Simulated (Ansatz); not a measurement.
# CuO (P1) in Ansatz: notebook

One crystal, CuO, is run at these levels: PBEsol; tasks: relaxation of cell and atoms.

Program: Ansatz 0.2.0. These are calculated values, not measurements. Logs are shortened: lines on timing, memory, paths and dates and some standing lists are left out, and cuts for length are marked.

**1. The undisturbed crystal**

The typed cell holds 8 atoms: a = 2.900 Å, b = 5.129 Å, c = 5.643 Å, α = 93.94°, β = 101.64°, γ = 97.69°.

**2. Relaxation of cell and atoms, PBEsol (atom 8 moved 0.30 Å)**

Contents of input.yaml:

```yaml
crystal:
  lattice:
    - [-2.34185, 1.7113, 0.0]
    - [0.85003, 0.0, -5.05787]
    - [-2.34185, -5.1339, 0.0]
  atoms:
    - { symbol: Cu, position: [0.24799691, 0.00060149, 0.24329664] }
    - { symbol: Cu, position: [0.74799691, 0.00060149, 0.74329664] }
    - { symbol: Cu, position: [0.99799691, 0.50060149, 0.49329664] }
    - { symbol: Cu, position: [0.49799691, 0.50060149, 0.99329664] }
    - { symbol: O, position: [0.70719691, 0.75060149, 0.28409664] }
    - { symbol: O, position: [0.20719691, 0.75060149, 0.78409664] }
    - { symbol: O, position: [0.78879691, 0.25060149, 0.20249664] }
    - { symbol: O, position: [0.30482166, 0.24578955, 0.75612355] }
hamiltonian:
  xc: pbesol
  pseudopotentials: { kind: paw }
kpoints:
  mp_grid: { grid: [9, 5, 5] }
scf:
  occupations: { method: fermi_dirac, width: 0.05 }
output:
  forces: true
  stress: true
  eigenvalues: true
  write_density: true
  write_potential: true
  elf: true
  volumetric_format: npy
relax:
  f_tol: 0.01
  max_steps: 40
  cell: { stress_tol: 0.05 }
```

Potentials or basis: Ansatz PAW.

Started as:

```sh
$ ansatz run input.yaml --threads 4 --pin off --max-ram 11264MiB --backend cpu --events-out ev --progress --plain --runs-dir out
```

Output:

```text
Warning: RAYON_NUM_THREADS=4 ignored (pool sized by the plan → 4); use --threads N
Engine: ansatz 0.2.0, aarch64-unknown-linux-gnu
Pseudopotentials: kind: paw
Pseudopotential: Cu, paw, valence charge 19, recommended cutoff 420 eV (normal), Cu.paw.azcp
Pseudopotential: O, paw, valence charge 6, recommended cutoff 420 eV (normal), O.paw.azcp
Functional definition: PBEsol
  exchange = pbesol_x
  correlation = pbesol_c
Crystal: 8 atoms, lattice volume = 81.080 Å³
Basis set: ecut = 420 eV, 1581 PW (Γ), exchange–correlation on 40×72×80 points (8 copies of the dense FFT grid, shifted against one another)
Bands: 60, of which v1, the nominal top of the filled ones, is band 50 counted from 1 (49 counted from 0)
Symmetry: 1 space group operations
Space group: P1 (ITA 1), of the structure as read, at distance tolerance 4.3e-5 Å
k-points: 113 of 225 (time reversal used)
Non-local potential: Cu, projectors of the file, l = 0: 3, l = 1: 2, l = 2: 3, l = 3: 1
Non-local potential: O, projectors of the file, l = 0: 2, l = 1: 2, l = 2: 1
PAW form: soft (Blöchl's): semilocal exchange-correlation on the pseudo side does not see the compensation charge
PAW frozen core: Cu, regenerated for the run's functional, and the local potential with it (the file was generated under x = pbe(κ = 0.804, μ = 0.2195149727645171), c = pbe(β = 0.06672455060314922))
PAW frozen core: O, regenerated for the run's functional, and the local potential with it (the file was generated under x = pbe(κ = 0.804, μ = 0.2195149727645171), c = pbe(β = 0.06672455060314922))
PAW one-centre angular grid: Cu, 590 points (default); XC on 64 Gauss nodes
PAW one-centre angular grid: O, 110 points (default); XC on 64 Gauss nodes
Initial density: superposition of atomic densities (neutral atoms: chi_scale 0, normalization atom), corrected by the library's trained network
Initial wavefunctions: pseudopotential atomic-orbital guess
Functional: x = pbesol(κ = 0.804, μ = 0.12345679012345678), c = pbesol(β = 0.046)
SCF iter   1: F=—  HF=-28592.603220 eV  |F-HF|=—  |Δ(HF+E_count)|=         —  Δρ=1.91e-2  dr2=1.93e-1  ethr=1.77e-3  ⟨swp⟩=5.9  Hψ=21809  notcnv=0  defer=127
preconditioner: auto → Kerker (q_TF=auto, 2.825 Å⁻¹)  [metal: Δε(μ)=0.003 eV  Ē_g=11.141 eV  σ=0.050 eV  W_gap=0.02  n_scr=34 (ndim 8)  ℏωp=34.0 eV  f_vac=0.000  D(μ)=4.35/eV (n_scr^D=42)]
SCF iter   2: F=—  HF=-28592.551661 eV  |F-HF|=—  |Δ(HF+E_count)|=   5.16e-2  Δρ=7.48e-3  dr2=3.97e-2  ethr=1.93e-4  ⟨swp⟩=2.0  Hψ=11358  notcnv=0  defer=376
SCF iter   3: F=—  HF=-28592.542688 eV  |F-HF|=—  |Δ(HF+E_count)|=   8.97e-3  Δρ=2.82e-3  dr2=6.06e-3  ethr=3.97e-5  ⟨swp⟩=2.2  Hψ=10458  notcnv=0  defer=376
SCF iter   4: F=—  HF=-28592.541395 eV  |F-HF|=—  |Δ(HF+E_count)|=   1.29e-3  Δρ=9.47e-4  dr2=5.70e-4  ethr=6.06e-6  ⟨swp⟩=2.6  Hψ=10868  notcnv=0  defer=376
SCF iter   5: F=—  HF=-28592.541418 eV  |F-HF|=—  |Δ(HF+E_count)|=   2.25e-5  Δρ=7.23e-4  dr2=3.88e-4  ethr=5.70e-7  ⟨swp⟩=2.1  Hψ=8507  notcnv=0  defer=376
SCF iter   6: F=—  HF=-28592.541393 eV  |F-HF|=—  |Δ(HF+E_count)|=   2.46e-5  Δρ=1.74e-4  dr2=2.20e-5  ethr=3.88e-7  ⟨swp⟩=1.0  Hψ=6404  notcnv=0  defer=376
SCF iter   7: F=—  HF=-28592.541330 eV  |F-HF|=—  |Δ(HF+E_count)|=   6.29e-5  Δρ=5.44e-5  dr2=4.39e-6  ethr=2.20e-8  ⟨swp⟩=2.1  Hψ=8815  notcnv=0  defer=376
SCF iter   8: F=—  HF=-28592.541330 eV  |F-HF|=—  |Δ(HF+E_count)|=   1.39e-7  Δρ=4.48e-5  dr2=1.62e-6  ethr=4.39e-9  ⟨swp⟩=2.0  Hψ=11499  notcnv=0  defer=376
SCF iter   9: F=—  HF=-28592.541330 eV  |F-HF|=—  |Δ(HF+E_count)|=   1.34e-7  Δρ=3.86e-5  dr2=1.30e-6  ethr=1.62e-9  ⟨swp⟩=2.2  Hψ=8857  notcnv=0  defer=376
SCF iter  10: F=-28592.541330 eV  HF=-28592.541330 eV  |F-HF|=5.19e-8  |Δ(HF+E_count)|=   9.90e-8  Δρ=5.84e-6  dr2=6.62e-8  ethr=1.00e-10  ⟨swp⟩=10.5  Hψ=45025  notcnv=0
[... 269 lines left out ...]
SCF iter   3: F=—  HF=-28593.126504 eV  |F-HF|=—  |Δ(HF+E_count)|=  5.89e-10  Δρ=6.77e-6  dr2=2.44e-8  ethr=2.11e-11  ⟨swp⟩=2.0  Hψ=12098  notcnv=0
SCF iter   4: F=—  HF=-28593.126504 eV  |F-HF|=—  |Δ(HF+E_count)|=   3.27e-9  Δρ=2.13e-6  dr2=2.38e-9  ethr=2.11e-11  ⟨swp⟩=2.0  Hψ=9704  notcnv=0
SCF iter   5: F=—  HF=-28593.126504 eV  |F-HF|=—  |Δ(HF+E_count)|=  3.86e-10  Δρ=5.58e-7  dr2=2.03e-10  ethr=2.38e-12  ⟨swp⟩=2.2  Hψ=9117  notcnv=0
SCF iter   6: F=-28593.126504 eV  HF=-28593.126504 eV  |F-HF|=9.09e-11  |Δ(HF+E_count)|=  3.64e-12  Δρ=3.78e-7  dr2=6.93e-11  ethr=1.00e-12  ⟨swp⟩=5.1  Hψ=29742  notcnv=0
SCF 22 converged in 6 iterations: F = -28593.126504 eV  dr2 = 6.93e-11
relax step  22: F+E_penalty+E_count = -28593.12650365 eV  Δ(F+E_penalty+E_count) = +1.196e-5 eV  max|allowed force component| = 4.944e-4 eV/Å  Δτ_max = 0.0000 Å  P = +0.002 GPa  Ω = 85.346 Å³  stress off target by 2.93e-2 GPa  SCF on the basis re-selected at this cell (its energy is not comparable with the rows above)  (6 SCF iters)
basis re-selected at this cell: Δ(F+E_penalty+E_count) = +1.196e-5 eV, ΔP = +0.001 GPa vs the last step (what re-selecting the basis moved, of the pressure what is left beyond the Pulay correction that the steps carried, after the strain that the cell walked since its last selection, with what the two solves' SCF thresholds leave and, on support functions, any second-order correction that the steps lacked; it is no measure of the basis error at this ecutwfc). This SCF's stress stands 2.93e-2 GPa from its target on what of the cell is left free (relax.cell.stress_tol is 5.00e-2 GPa) and its largest allowed force component is 4.94e-4 eV/Å (relax.f_tol is 1.00e-2 eV/Å): within both
SCF converged after 6 iterations
Free energy (F): -28593.126504 eV
Harris-Foulkes:  -28593.126504 eV  (|F-HF|=9.09e-11)
Internal energy: -28593.089510 eV  (E = F + TS)
E sigma→0 (E₀):  -28593.108007 eV
Entropy (-TS):   -0.036994 eV (-4.624 meV/atom)
Fermi energy:    11.410792 eV
--- Per-component energies (eV) ---
  E_band       = -1809.008876
  E_kinetic    = 1884.167252
  E_local      = -20029.070858  (includes V_loc(G=0)·N_el)
  E_nonlocal   = 1759.164050
  E_hartree    = 8662.597230
  E_xc         = -641.903201
  E_vxc        = -828.220383  (∫ρ·V_xc dr)
  E_paw        = -7104.175955  (= ΣΔE_a)
  E_vpaw       = -1920.255684  (= ΣTr[D̂ρ^β])
  E_aug_tail   = 0.010874  (compensation charges beyond the density's cutoff)
  E_ewald      = -13124.844861
  E_core_change = 0.965960  (= ΣΔE_core)
  E_smearing   = -0.036994  (= −TS)
  E_closure    = 0.000000  (closes the sum)
  Σ components = -28593.126504   (vs F -28593.126504, Δ=0.00e0)
--- Forces (eV/Å), atoms counted from 1 ---
  atom   1  Cu    -0.00031552    -0.00026171     0.00005360
  atom   2  Cu    -0.00029043    -0.00021268     0.00009675
  atom   3  Cu     0.00037427    -0.00049437     0.00006143
  atom   4  Cu     0.00020666    -0.00013258    -0.00008357
  atom   5  O      0.00003305     0.00035996     0.00005806
  atom   6  O     -0.00006707     0.00019440    -0.00005455
  atom   7  O      0.00002926     0.00025923    -0.00000208
  atom   8  O      0.00002978     0.00028775    -0.00012966
  max |Σ_I F_I| component: 4.38e-9 eV/Å
--- Stress (GPa, compression-positive) ---
       -0.024381       0.003302       0.000505
        0.003302       0.029041       0.000949
        0.000505       0.000949       0.001773
  P = ⅓ Tr σ = 0.0021 GPa (0.021 kbar)
--- Band table (eV; the first three rows and the last of 113) ---
  k-point 0: bands = ["-101.1092", "-101.1084", "-101.0986", "-101.0979", "-58.7736", "-58.7591", "-58.7465", "-58.7456", "-58.7163", "-58.7137", "-58.7011", "-58.7010", "-58.4263", "-58.4195", "-58.4186", "-58.4146", "-8.7097", "-8.0417", "-7.2611", "-7.0816", "2.8175", "3.8691", "3.9786", "5.4768", "5.6573", "5.6776", "5.9890", "6.8748", "7.1415", "7.4403", "7.7327", "7.7426", "7.9321", "8.1042", "8.2742", "8.6958", "8.7448", "8.7465", "8.8910", "8.9158", "8.9215", "8.9436", "9.0414", "9.0562", "9.4298", "9.4489", "9.7943", "9.8531", "11.6510", "11.8964", "12.1203", "12.1301", "12.8457", "14.8807", "17.3313", "17.3796", "17.9145", "18.8051", "22.3252", "23.5481"]
  k-point 1: bands = ["-101.1091", "-101.1085", "-101.0985", "-101.0980", "-58.7722", "-58.7605", "-58.7464", "-58.7457", "-58.7160", "-58.7140", "-58.7010", "-58.7010", "-58.4251", "-58.4194", "-58.4187", "-58.4157", "-8.6515", "-8.1120", "-7.2444", "-7.0991", "2.9140", "3.8325", "4.1409", "5.4425", "5.6036", "5.7051", "5.9573", "6.8424", "7.0896", "7.1834", "7.6578", "7.7073", "8.0552", "8.2436", "8.3325", "8.5405", "8.6768", "8.7218", "8.8944", "8.9147", "8.9407", "9.0768", "9.0822", "9.1228", "9.4496", "9.4612", "9.6670", "9.7857", "11.6103", "11.9193", "11.9541", "12.1037", "13.1768", "15.1413", "16.4737", "17.7577", "18.5067", "19.1112", "21.3091", "23.9870"]
  k-point 2: bands = ["-101.1089", "-101.1087", "-101.0983", "-101.0981", "-58.7686", "-58.7641", "-58.7462", "-58.7459", "-58.7154", "-58.7146", "-58.7010", "-58.7010", "-58.4222", "-58.4192", "-58.4189", "-58.4186", "-8.4942", "-8.2886", "-7.2001", "-7.1446", "3.1776", "3.5280", "4.8306", "5.4257", "5.4942", "5.7802", "5.8128", "5.8764", "7.3034", "7.4786", "7.5871", "7.8034", "7.9365", "8.1280", "8.4237", "8.5512", "8.6062", "8.7907", "8.8766", "8.9022", "8.9098", "8.9404", "9.2944", "9.3528", "9.4201", "9.4908", "9.5141", "9.6022", "11.5627", "11.6706", "11.9781", "12.0485", "13.9598", "14.8586", "16.6390", "17.6761", "18.7020", "19.9407", "20.7569", "22.4936"]
  k-point 112: bands = ["-101.1084", "-101.1079", "-101.0977", "-101.0972", "-58.7708", "-58.7609", "-58.7599", "-58.7596", "-58.7143", "-58.7131", "-58.7001", "-58.6995", "-58.4307", "-58.4300", "-58.4235", "-58.4153", "-7.9201", "-7.5080", "-7.1556", "-7.0382", "4.1258", "4.2644", "4.5211", "4.8029", "5.1031", "5.4690", "5.6775", "5.7219", "6.1819", "6.6948", "6.8810", "7.0752", "8.2188", "8.2334", "8.6396", "8.7324", "8.7926", "8.8602", "8.9004", "8.9008", "8.9911", "9.0642", "9.0899", "9.2940", "9.4853", "9.7354", "9.8111", "9.9944", "10.2376", "11.2767", "11.8898", "12.1196", "14.3559", "15.3547", "16.8918", "17.0402", "19.1498", "21.6825", "21.9900", "22.0596"]
--- Relaxed structure (17 steps of the walk, 17 accepted, 5 SCFs on fresh bases) ---
  F+E_penalty+E_count = -28593.12650365 eV   max|allowed force component| = 4.944e-4 eV/Å   (the final SCF, on the basis selected at the relaxed cell)
  cell:  # Å, volume = 85.3458 Å³
    - [-2.045125423595203, 2.0435386223086147, -0.15972687026565538]
    - [0.39748745950356273, 0.0001845313681636629, -5.072575785436515]
    - [-2.046250777279305, -6.132155871323151, -0.1596662578479268]
  atoms:
    - { symbol: Cu, position: [0.24998236099465945, 2.3229734302972205e-6, 0.24998973004717354] }
    - { symbol: Cu, position: [0.7499828232839187, -5.191556868774927e-7, 0.7499906200415577] }
    - { symbol: Cu, position: [1.0000405861108044, 0.4999996980358099, 0.5000024060181449] }
    - { symbol: Cu, position: [0.5000105141182271, 0.49999952004814435, 1.0000034985834034] }
    - { symbol: O, position: [0.7499796178780886, 0.7497303466575056, 0.25004926860868093] }
    - { symbol: O, position: [0.24997835218036754, 0.7497259328300651, 0.7500464711062461] }
    - { symbol: O, position: [0.7500134988499302, 0.25027327742177097, 0.24995874828872708] }
    - { symbol: O, position: [0.2500122765840042, 0.25026940118896074, 0.7499592873060669] }
```

It took 7.2 min on 4 threads of Arm Neoverse V1, shared host; peak memory 0.73 GiB.

Results:

| Quantity | Value |
| --- | --- |
| Free energy | -28593.1265 eV |
| Relaxed volume | 10.67 Å³/atom |
| Relaxed cell | a = 2.896 Å, b = 5.088 Å, c = 6.467 Å, α = 90.01°, β = 116.38°, γ = 90.01° |
| Space group after relaxing (to 0.05 Å) | P4_2/mmc (No. 131) |
| Energy gained by relaxing | 73.1 meV/atom |
| Ionic steps | 22 |
| Pressure after relaxing | 0.0 GPa |
| Band gap on the k mesh | none (metal or under the smearing width) |

Step by step:
```csv
step,energy change (eV),largest force (eV/Å),volume (Å³)
1,0.0000,2.4692,81.08
2,-0.1931,1.7116,81.70
3,-0.4129,0.6710,82.50
4,-0.4534,0.0207,84.27
5,-0.4605,0.0522,83.17
6,-0.4600,0.0164,83.58
7,-0.4600,0.0128,83.59
8,-0.5197,0.0118,83.59
9,-0.5498,0.0043,84.51
10,-0.5521,0.0244,84.96
11,-0.5527,0.0090,84.92
12,-0.5528,0.0066,84.91
13,-0.5735,0.0066,84.91
14,-0.5800,0.0173,84.91
15,-0.5791,0.0060,85.33
16,-0.5793,0.0024,85.30
17,-0.5837,0.0024,85.30
18,-0.5846,0.0030,85.32
19,-0.5845,0.0005,85.35
20,-0.5851,0.0005,85.35
21,-0.5852,0.0006,85.35
22,-0.5852,0.0006,85.35
```

Final structure:
```
Cu O
1.0
    -2.04513    2.04354   -0.15973
     0.39749    0.00018   -5.07258
    -2.04625   -6.13216   -0.15967
Cu O
4 4
Direct
  0.24998 0.00000 0.24999
  0.74998 0.00000 0.74999
  0.00004 0.50000 0.50000
  0.50001 0.50000 0.00000
  0.74998 0.74973 0.25005
  0.24998 0.74973 0.75005
  0.75001 0.25027 0.24996
  0.25001 0.25027 0.74996
```

Levels at points of the mesh, in eV from the Fermi level:
```
           k point  band 46  band 47  band 48  band 49  band 50  band 51  band 52  band 53  band 54  band 55
(0.00, 0.00, 0.00)    -1.96    -1.62    -1.56     0.24     0.49     0.71     0.72     1.43     3.47     5.92
```

Caveat: the plane-wave basis is chosen anew once the cell has moved, so the energies of steps on either side of that aren't comparable; the pressure holds a Pulay correction of +0.7 GPa for the finite cutoff; the run has no spin polarisation, though such a crystal can be magnetic; semilocal functionals often make such compounds metallic where correlation or magnetic order opens a gap, which also shifts bond lengths; the PAW data sets come from PBE, with cores solved anew for the run's functional, which leaves a small shift of forces and pressure.

**3. Relaxation of cell and atoms, PBEsol, target pressure 2 GPa, at which the enthalpy is minimised (atom 8 moved 0.30 Å)**

Changes to input.yaml since step 2:

```diff
@@ -25,6 +25,2 @@
   eigenvalues: true
-  write_density: true
-  write_potential: true
-  elf: true
-  volumetric_format: npy
 relax:
@@ -32,2 +28,2 @@
   max_steps: 40
-  cell: { stress_tol: 0.05 }
+  cell: { stress_tol: 0.05, p_target: 2.0 }
```

Potentials or basis: Ansatz PAW.

Started as:

```sh
$ ansatz run input.yaml --threads 4 --pin off --max-ram 11264MiB --backend cpu --events-out ev --progress --plain --runs-dir out
```

Run time: 8 min. Hardware: 4 threads of Arm Neoverse V1, shared host; peak memory 0.72 GiB.

It converged, with:

```
Free energy                                            : -28593.1199 eV
Relaxed volume                                         : 10.53 Å³/atom
Relaxed cell                                           : a = 2.878 Å, b = 5.086 Å, c = 6.420 Å, α = 90.01°, β = 116.25°, γ = 90.02°
Space group after relaxing (to 0.05 Å)                 : P4_2/mmc (No. 131)
Energy change on relaxing (the enthalpy is what falls) : -72.3 meV/atom
Ionic steps                                            : 27
Pressure after relaxing                                : 2.0 GPa
Band gap on the k mesh                                 : none (metal or under the smearing width)
```

The path:
```
step  energy change (eV)  largest force (eV/Å)  volume (Å³)
   1              0.0000                2.4692        81.08
   2             -0.1892                1.7317        80.97
   3             -0.4204                0.4394        81.81
   4             -0.4550                0.0196        82.46
   5             -0.4583                0.0058        82.60
   6             -0.4574                0.0084        82.47
   7             -0.4582                0.0073        82.57
   8             -0.5019                0.0074        82.57
   9             -0.5353                0.0090        83.49
  10             -0.5420                0.0116        83.94
  11             -0.5415                0.0025        83.85
  12             -0.5605                0.0029        83.85
  13             -0.5692                0.0168        84.11
  14             -0.5703                0.0318        84.19
  15             -0.5709                0.0105        84.23
  16             -0.5705                0.0026        84.17
  17             -0.5751                0.0029        84.17
  18             -0.5760                0.0024        84.18
  19             -0.5766                0.0083        84.22
  20             -0.5773                0.0028        84.29
  21             -0.5771                0.0096        84.26
  22             -0.5781                0.0096        84.26
  23             -0.5779                0.0023        84.21
  24             -0.5786                0.0015        84.29
  25             -0.5785                0.0029        84.28
  26             -0.5784                0.0011        84.27
  27             -0.5785                0.0011        84.27
```

Final structure:
```yaml
crystal:
  lattice:
    - [-2.03563, 2.02807, -0.15829]
    - [0.39697, -0.00005, -5.07019]
    - [-2.03696, -6.08604, -0.15858]
  atoms:
    - { symbol: Cu, position: [0.25001, 0.00000, 0.25000] }
    - { symbol: Cu, position: [0.75000, 0.00000, 0.75000] }
    - { symbol: Cu, position: [0.00000, 0.50000, 0.50000] }
    - { symbol: Cu, position: [0.50000, 0.50000, 0.00000] }
    - { symbol: O, position: [0.74992, 0.74971, 0.25006] }
    - { symbol: O, position: [0.24991, 0.74971, 0.75006] }
    - { symbol: O, position: [0.75008, 0.25029, 0.24994] }
    - { symbol: O, position: [0.25008, 0.25029, 0.74994] }
```

Levels at points of the mesh, in eV from the Fermi level:
| k point | band 46 | band 47 | band 48 | band 49 | band 50 | band 51 | band 52 | band 53 | band 54 | band 55 |
| --- | --- | --- | --- | --- | --- | --- | --- | --- | --- | --- |
| (0.00, 0.00, 0.00) | -2.00 | -1.64 | -1.58 | 0.24 | 0.48 | 0.71 | 0.72 | 1.47 | 3.41 | 5.98 |

Caveat: the plane-wave basis is chosen anew once the cell has moved, so the energies of steps on either side of that aren't comparable; the pressure holds a Pulay correction of +0.7 GPa for the finite cutoff; the run has no spin polarisation, though such a crystal can be magnetic; semilocal functionals often make such compounds metallic where correlation or magnetic order opens a gap, which also shifts bond lengths; the PAW data sets come from PBE, with cores solved anew for the run's functional, which leaves a small shift of forces and pressure. Zero-point motion and thermal expansion aren't in these numbers.

(Part 1 of 2 ends here.)
